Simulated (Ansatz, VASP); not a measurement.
# Two plane-wave programs on HfO2

Contents of INCAR:

```
PREC = Accurate
ENCUT = 520
EDIFF = 1E-6
ISMEAR = 0
SIGMA = 0.05
LREAL = False
LASPH = True
NELM = 100
ALGO = Normal
ISIF = 2
LWAVE = False
LCHARG = False
GGA = PE
NBANDS = 18
```

File KPOINTS:

```
regular mesh
0
Gamma
  8 8 8
```

POSCAR

```
HfO2
1.0
    0.0000000000      2.5575000000      2.5575000000
    2.5575000000      0.0000000000      2.5575000000
    2.5575000000      2.5575000000      0.0000000000
Hf O
1 2
Direct
    0.0586510264     -0.0586510264     -0.0586510264
    0.2500000000      0.2500000000      0.2500000000
    0.7500000000      0.7500000000      0.7500000000
```

Input for Ansatz:

```yaml
crystal:
  lattice:
    - [0.0, 2.5575, 2.5575]
    - [2.5575, 0.0, 2.5575]
    - [2.5575, 2.5575, 0.0]
  atoms:
    - { symbol: Hf, position: [0.0586510264, -0.0586510264, -0.0586510264] }
    - { symbol: O, position: [0.25, 0.25, 0.25] }
    - { symbol: O, position: [0.75, 0.75, 0.75] }
basis:
  ecutwfc: 420
kpoints:
  mp_grid: { grid: [8, 8, 8] }
hamiltonian:
  xc: pbe
scf:
  occupations: { method: gaussian, width: 0.05 }
output:
  forces: true
  stress: true
  eigenvalues: true
```

Alike in both runs: task single point; functional PBE; k mesh 8 × 8 × 8; occupations gaussian, width 0.05 eV; no spin polarisation.

|  | VASP | Ansatz |
| --- | --- | --- |
| version | VASP 6.6.1 | Ansatz 0.2.0 |
| potentials or method | VASP PAW PBE potentials, release 64 (Hf_pv, O) | scalar-relativistic, plane waves, PAW |
| plane-wave cutoff (eV) | 520 | 420 |
| valence electrons in the cell | 22 | 38 |

|  | VASP | Ansatz | Ansatz less VASP |
| --- | --- | --- | --- |
| gap on the k mesh at the Fermi level (eV) | 3.66 | 3.69 | +0.032 |
| least direct gap on the mesh (eV) | 3.75 | 3.79 | +0.036 |
| pressure (GPa) | 3.2 | 6.5 | +3.29 |
| largest component of the traceless stress (GPa) | 0.26 | 0.49 | +0.227 |
| rms of the force components (eV/Å) | 0.832 | 0.868 | +0.0353 |

Atom by atom the forces differ by 0.035 eV/Å (rms over components). The two sets of potentials don't hold the same shells in valence.

Caveats: spin-orbit coupling is left out, which moves the levels of the heavy elements; forces of over 1 eV/Å show positions far from the minimum, so gaps and moduli don't describe the material at rest. A k mesh can miss the band edges.
